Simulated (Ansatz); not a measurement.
MoS2: projected density of states with LDA+U

The system is MoS2.

```xyz
6
Lattice="3.1690 0.0000 0.0000 -1.5845 2.7444 0.0000 0.0000 0.0000 12.3240" Properties=species:S:1:pos:R:3 pbc="T T T"
Mo    1.5845    0.9148    9.2430
Mo    0.0000    1.8296    3.0810
S     1.5845    0.9148    4.6461
S     0.0000    1.8296   10.8081
S     1.5845    0.9148    1.5159
S     0.0000    1.8296    7.6779
```

```
Program             : Ansatz 0.2.0
Task                : projected density of states
Functional          : LDA
Potentials or basis : Ansatz PAW
Cutoff              : 420 eV (not typed: the program's choice for these potentials)
k mesh              : 10 × 10 × 3
Occupations         : fermi-dirac, width 0.05 eV
Spin                : no spin polarisation
Hubbard terms       : Mo d U = 8 eV
Hubbard projectors  : ortho-atomic (the default)
Double counting     : fll (the default)
```

```
Pressure               : -4.3 GPa
Largest force          : 0.534 eV/Å
Band gap on the k mesh : 0.82 eV, indirect (least direct gap 1.01 eV)
```

Forces in eV/Å, atoms in the order of the input:
```
Mo   0.000  0.000  0.000
Mo   0.000  0.000  0.000
S    0.000  0.000 -0.534
S    0.000  0.000 -0.534
S    0.000  0.000  0.534
S    0.000  0.000  0.534
```

Stress tensor (GPa, compression positive):
```
-3.28  0.00  0.00
 0.00 -3.28  0.00
 0.00  0.00 -6.20
```

Levels at points of the mesh, in eV from the valence-band top:
| k point | band 24 | band 25 | band 26 | band 27 | band 28 | band 29 |
| --- | --- | --- | --- | --- | --- | --- |
| (0.00, 0.00, 0.00) | -1.07 | -0.35 | 0.00 | 3.05 | 3.05 | 3.08 |
| (0.00, -0.50, 0.00) | -1.10 | -0.91 | -0.71 | 2.03 | 2.33 | 2.37 |

States per cell in windows of 1 eV (zero at the valence-band top; states under -8 eV left out):
```
from (eV)  total  S 3p  Mo 4d  S 3s  Mo 5s  Mo 4p  Mo 4s
     -8.0   0.00  0.00   0.00  0.00   0.00   0.00   0.00
     -7.0   0.23  0.12   0.10  0.01   0.01   0.00   0.00
     -6.0   3.71  2.13   1.32  0.06   0.13   0.02   0.02
     -5.0   3.40  2.13   1.04  0.13   0.05   0.02   0.01
     -4.0   4.64  2.68   1.51  0.23   0.12   0.03   0.01
     -3.0   5.38  3.10   2.07  0.09   0.02   0.02   0.00
     -2.0   6.92  4.36   2.20  0.19   0.04   0.03   0.00
     -1.0   3.70  2.19   1.34  0.07   0.03   0.01   0.00
      0.0   0.12  0.03   0.09  0.00   0.01   0.00   0.00
      1.0   1.99  0.61   1.27  0.03   0.03   0.00   0.00
      2.0   5.41  1.86   3.24  0.07   0.07   0.00   0.00
      3.0   4.34  1.62   2.28  0.16   0.01   0.00   0.00
      4.0   3.48  1.46   1.67  0.15   0.00   0.00   0.00
      5.0   0.67  0.25   0.34  0.06   0.00   0.00   0.00
      6.0   1.12  0.08   0.03  0.05   0.35   0.00   0.01
      7.0   2.11  0.16   0.05  0.10   0.50   0.00   0.01
```

Eigenvalues of the final occupation matrices:
| site | spin | trace | eigenvalues |
| --- | --- | --- | --- |
| site 1 | 1 | 2.59 | 0.45 0.45 0.49 0.49 0.73 |
| site 2 | 1 | 2.59 | 0.45 0.45 0.49 0.49 0.73 |

Wall time 13 s on 2 threads of Arm Neoverse V2, with other jobs on the host, peak memory 0.56 GiB.

The gap isn't set beside the measured one, since this odd mesh misses points on the zone boundary.

Caveat: odd divisions of the mesh miss points on the zone boundary, where band edges often lie, so the gap on the mesh can be too wide; the PAW data sets come from PBE, with cores solved anew for the run's functional, which leaves a small shift of forces and pressure; the density of states is complete only up to the lowest level of the last band computed.
